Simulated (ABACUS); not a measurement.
# Nb under changes of volume

One of the cells (18.428 Å³/atom); the others are scaled copies at fixed shape and fractional positions:

```xyz
1
Lattice="-1.6640 1.6640 1.6640 1.6640 -1.6640 1.6640 1.6640 1.6640 -1.6640" Properties=species:S:1:pos:R:3 pbc="T T T"
Nb    0.0000    0.0000    0.0000
```

| Property | Result |
| --- | --- |
| Program | ABACUS 3.10.1 |
| Functional | PBE |
| Potentials or basis | PseudoDojo NC FR 0.4 PBE standard |
| Cutoff | 1361 eV |
| Density cutoff | 5442 eV |
| Basis | DZP LCAO (the cutoffs set its grid) |
| k mesh | 7 × 7 × 7 |
| Occupations | fermi-dirac, width 0.05 eV |
| Spin | spin-orbit coupling, no magnetisation |

```tsv
volume (Å³/atom)	energy over the lowest point (meV/atom)	pressure (GPa)
17.322	23.98	9.0
17.691	7.78	5.2
18.060	0.00	1.7
18.428	0.00	-1.5
18.797	?	?
19.165	20.11	-7.2
19.534	39.34	-9.7
```

Q: What does the run at 18.797 Å³/atom give?

A: Energy over the lowest point 6.86 meV/atom; pressure -4.5 GPa.

Worked out: A Birch-Murnaghan fit of order 3 (a polynomial in V^(-2/3)) to the other rows has its minimum at 18.25 Å³/atom with B0 = V·E''(V) = 157 GPa and B' = 3.5. It gives 6.87 meV/atom at 18.797 Å³/atom, against the run's 6.86, and -dE/dV = -4.4 GPa, against -4.5.

Energies are extrapolated to zero smearing.

Caveats: all runs use coarse meshes; the atomic orbitals were generated for these runs and aren't a published set; the basis of atomic orbitals isn't converged, which shifts pressures, moduli and gaps.
